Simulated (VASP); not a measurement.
# MgS (P6_3mc) in VASP: notebook, part 2 of 2

VASP 6.6.1. Earlier steps stand in the parts before.

## 4. Single point, TPSSh

Input file run.py:

```python
from ase.calculators.vasp import Vasp
from ase.dft.bandgap import bandgap
from ase.io import read

atoms = read('MgS.cif', primitive_cell=True, subtrans_included=False)
calc = Vasp(
    directory='calc',
    pp='PBE',
    setups='recommended',
    prec='Accurate',
    encut=520,
    ediff=1e-07,
    ismear=-1,
    sigma=0.02,
    lreal=False,
    lasph=True,
    nelm=100,
    algo='Normal',
    isif=2,
    lwave=False,
    lcharg=False,
    metagga='TPSS',
    lhfcalc=True,
    aexx=0.1,
    lmixtau=True,
    precfock='Normal',
    hfrcut=-1,
    kpts=[5, 5, 3],
    gamma=True,
    nbands=16,
)
atoms.calc = calc

print('energy (eV):', atoms.get_potential_energy())
print('free energy (eV):', atoms.get_potential_energy(force_consistent=True))
print('forces (eV/A):')
print(atoms.get_forces())
print('stress (eV/A^3, Voigt):', atoms.get_stress())
print('Fermi level (eV):', calc.get_fermi_level())
gap, top, bottom = bandgap(calc)
print('band gap (eV):', gap, 'from (spin, k, band)', top, 'to', bottom)
```

Input file MgS.cif:

```cif
data_MgS
_cell_length_a 4.03462241
_cell_length_b 4.03462241
_cell_length_c 6.43229418
_cell_angle_alpha 90.00000000
_cell_angle_beta 90.00000000
_cell_angle_gamma 120.00000000
_space_group_name_H-M_alt 'P6_3mc'
_space_group_name_Hall 'P 6c -2c'
_space_group_IT_number 186
loop_
_space_group_symop_operation_xyz
'x,y,z'
'x-y,x,z+1/2'
'-y,x-y,z'
'-x,-y,z+1/2'
'-x+y,-x,z'
'y,-x+y,z+1/2'
'y,x,z+1/2'
'x,x-y,z'
'x-y,-y,z+1/2'
'-y,-x,z'
'-x,-x+y,z+1/2'
'-x+y,y,z'
loop_
_atom_site_label
_atom_site_type_symbol
_atom_site_symmetry_multiplicity
_atom_site_Wyckoff_symbol
_atom_site_fract_x
_atom_site_fract_y
_atom_site_fract_z
_atom_site_occupancy
S1 S 2 b 0.6666666667 0.3333333333 0.8792441500 1
Mg1 Mg 2 b 0.3333333333 0.6666666667 0.9957548500 1
```

The run is started by

```
python run.py
```

It took 21 min on 1 thread of Intel Xeon Platinum 8488C (Sapphire Rapids), shared host; peak memory 0.23 GiB.

Results (log left out):

```
Free energy            : -34.9405 eV
Pressure               : 0.4 GPa
Largest force          : 0.044 eV/Å
Band gap on the k mesh : 4.35 eV, direct
```

Forces in eV/Å, atoms in the order of the input:
```
S    0.000  0.000 -0.044
S    0.000  0.000 -0.044
Mg   0.000  0.000  0.044
Mg   0.000  0.000  0.044
```

Stress tensor (GPa, compression positive):
```
0.51 0.00 0.00
0.00 0.51 0.00
0.00 0.00 0.13
```

Levels at points of the mesh, in eV from the valence-band top:
| k point | band 5 | band 6 | band 7 | band 8 | band 9 | band 10 | band 11 | band 12 |
| --- | --- | --- | --- | --- | --- | --- | --- | --- |
| (0.00, 0.00, 0.00) | -0.61 | -0.17 | -0.17 | 0.00 | 4.35 | 5.65 | 8.49 | 8.49 |

Caveat: the PAW data sets were made with another functional, which shifts forces and pressure a little.

## 5. Single point, SCAN+MBD-FI

Input file INCAR:

```
PREC     = Accurate       # precision mode
ENCUT    = 500            # plane-wave cutoff, eV
EDIFF    = 1E-6           # SCF threshold, eV
ISMEAR   = 0              # smearing method
SIGMA    = 0.05           # smearing width, eV
LREAL    = False          # projectors in reciprocal space
LASPH    = True           # aspherical terms in the spheres
NELM     = 80             # most SCF steps
ALGO     = Normal         # electronic algorithm
ISIF     = 2              # what is computed and relaxed
LWAVE    = False          # write WAVECAR
LCHARG   = True           # write CHGCAR
METAGGA  = SCAN           # meta-GGA
LMIXTAU  = True         
IVDW     = 263            # dispersion correction
LELF     = True           # ELF
LVHAR    = True         
NBANDS   = 16             # bands
```

Input file KPOINTS:

```
regular mesh
0
Gamma
  8 8 4
```

Input file POSCAR:

```
MgS
1.0
    4.0346224068      0.0000000000      0.0000000000
   -2.0173112034      3.4940854990      0.0000000000
    0.0000000000      0.0000000000      6.4322941800
S Mg
2 2
Direct
    0.6666666667      0.3333333333      0.8792441500
    0.3333333333      0.6666666667      0.3792441500
    0.3333333333      0.6666666667      0.9957548500
    0.6666666667      0.3333333333      0.4957548500
```

Potentials or basis: VASP PAW PBE potentials, release 54 (S, Mg).

The run is started by

```
cat potpaw_PBE.54/S/POTCAR potpaw_PBE.54/Mg/POTCAR > POTCAR
mpirun -np 1 vasp_std > vasp.out
```

Wall time 2.6 min (1 thread of Intel Xeon Platinum 8488C (Sapphire Rapids), shared host); peak memory 0.22 GiB.

It converged, with:

```
Free energy                : -36.1914 eV
Pressure                   : -1.2 GPa
Largest force              : 0.057 eV/Å
Band gap on the k mesh     : 4.09 eV, direct
Hirshfeld charges          : S -0.32; Mg +0.32 e
Dispersion energy per atom : -0.092 eV
```

Forces in eV/Å, atoms in the order of the input:
```
S    0.000  0.000 -0.057
S    0.000  0.000 -0.057
Mg   0.000  0.000  0.057
Mg   0.000  0.000  0.057
```

Stress tensor (GPa, compression positive):
```
-1.18  0.00  0.00
 0.00 -1.18  0.00
 0.00  0.00 -1.29
```

Levels at points of the mesh, in eV from the valence-band top:
```tsv
k point	band 5	band 6	band 7	band 8	band 9	band 10	band 11	band 12
(0.00, 0.00, 0.00)	-0.60	-0.17	-0.17	0.00	4.09	5.33	8.08	8.08
(0.50, 0.00, 0.00)	-1.90	-1.27	-0.93	-0.49	5.23	5.68	6.42	8.07
(0.00, 0.00, 0.50)	-0.39	-0.39	-0.39	-0.39	5.56	5.56	8.22	8.22
(0.50, 0.00, 0.50)	-0.92	-0.92	-0.81	-0.81	5.15	5.15	6.90	6.90
```

Caveat: the PAW data sets were made with another functional, which shifts forces and pressure a little. SCAN opens gaps a little over a GGA but as a rule still falls short of measured ones.

## 6. The reference run

An earlier run on the cell as given: functional PBE; potentials or basis VASP PAW PBE potentials, release 64 (S, Mg); cutoff 520 eV; k mesh 8 × 8 × 4; occupations fermi-dirac, width 0.05 eV; no spin polarisation.

* Pressure: 0.9 GPa
* Largest force: 0.048 eV/Å
* Band gap on the k mesh: 3.43 eV, direct

## 7. The runs side by side

| task | level | potentials or basis | cell | k mesh | cutoff (eV) | smearing | grid for exact exchange (PRECFOCK) | exchange at q = 0 | gap on the mesh (eV) | pressure (GPa) | largest force (eV/Å) |
| --- | --- | --- | --- | --- | --- | --- | --- | --- | --- | --- | --- |
| electrostatic potential | TPSS+D2 | VASP PAW PBE potentials, release 64 (S, Mg) | cell strained at random at fixed volume | 8 × 8 × 4 | 520 | fermi-dirac 0.02 eV | - | - | 3.68 | -1.0 | 0.19 |
| single point | SCAN0 | VASP PAW PBE potentials, release 64 (S, Mg) | volume scaled by 1.08 | 5 × 5 × 3 | 520 | fermi-dirac 0.02 eV | Normal | truncated | 5.11 | -5.0 | 0.07 |
| single point | TPSSh | VASP PAW PBE potentials, release 64 (S, Mg) | as given | 5 × 5 × 3 | 520 | fermi-dirac 0.02 eV | Normal | truncated | 4.35 | 0.4 | 0.04 |
| single point | SCAN+MBD-FI | VASP PAW PBE potentials, release 54 (S, Mg) | as given | 8 × 8 × 4 | 500 | gaussian 0.05 eV | - | - | 4.09 | -1.2 | 0.06 |
| single point | PBE | VASP PAW PBE potentials, release 64 (S, Mg) | as given | 8 × 8 × 4 | 520 | fermi-dirac 0.05 eV | - | - | 3.43 | 0.9 | 0.05 |

Alike in all rows: no spin polarisation.

Caveats: the PAW data sets were made with another functional, which shifts forces and pressure a little (some runs).

Total energies depend on the potentials used, so only differences within one code and one set of settings carry meaning.
